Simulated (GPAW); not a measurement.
Sn:

```
Sn
1.0
     0.00000    3.23334    3.23334
     3.23334    0.00000    3.23334
     3.23334    3.23334    0.00000
Sn
2
Direct
  0.75000 0.75000 0.75000
  0.50000 0.50000 0.50000
```

This isn't the form of Sn at room conditions, which is tetragonal (white tin).

Base run:

| Property | Result |
| --- | --- |
| Program | GPAW 26.7.0 |
| Functional | PBE |
| Potentials or basis | GPAW PAW data sets (gpaw-data 1.2.1) |
| Cutoff | 600 eV |
| Basis | pw |
| k mesh | 7 × 7 × 7 |
| Occupations | gaussian, width 0.013 eV |
| Spin | no spin polarisation |

Its results: pressure 3.5 GPa.

Task: The run is repeated on the same cell with these changes: functional from PBE to r2SCAN; occupations from gaussian, width 0.013 eV to fermi-dirac, width 0.05 eV. What comes out?

Result: Pressure 2.1 GPa.

Caveats: the PAW data sets were made with another functional, which shifts forces and pressure a little (some runs).

Not every run made on this cell is shown here.
